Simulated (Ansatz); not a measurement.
GaP:

```
Ga P
1.0
     0.00000    2.72525    2.72525
     2.72525    0.00000    2.72525
     2.72525    2.72525    0.00000
Ga P
1 1
Direct
  0.00000 0.00000 0.00000
  0.75000 0.75000 0.75000
```

```yaml
Program: Ansatz 0.2.0
Task: relaxation of cell and atoms
Functional: BLYP
Potentials_or_basis: all-electron LAPW, scalar-relativistic
Basis_error_allowed: 0.001 eV/atom
k_mesh: 8 × 8 × 8
Occupations: fermi-dirac, width 0.05 eV
Spin: no spin polarisation
```

At the start: volume 20.24 Å³/atom.

Problem. Where does the relaxation end?

Solution. Over 5 steps the energy falls by 31.2 meV/atom and the volume is 21.94 Å³/atom (+8.4 %); space group F-43m (No. 216, to 0.05 Å).

Step by step:
```
step  energy change (eV)  largest force (eV/Å)  volume (Å³)
   1              0.0000                0.0000        40.48
   2             -0.0549                0.0000        42.65
   3             -0.0622                0.0000        43.72
   4             -0.0623                0.0000        43.88
   5             -0.0623                0.0000        43.88
```

Final structure:
```yaml
crystal:
  lattice:
    - [0.00000, 2.79955, 2.79955]
    - [2.79955, 0.00000, 2.79955]
    - [2.79955, 2.79955, 0.00000]
  atoms:
    - { symbol: Ga, position: [0.00000, 0.00000, 0.00000] }
    - { symbol: P, position: [0.75000, 0.75000, 0.75000] }
```
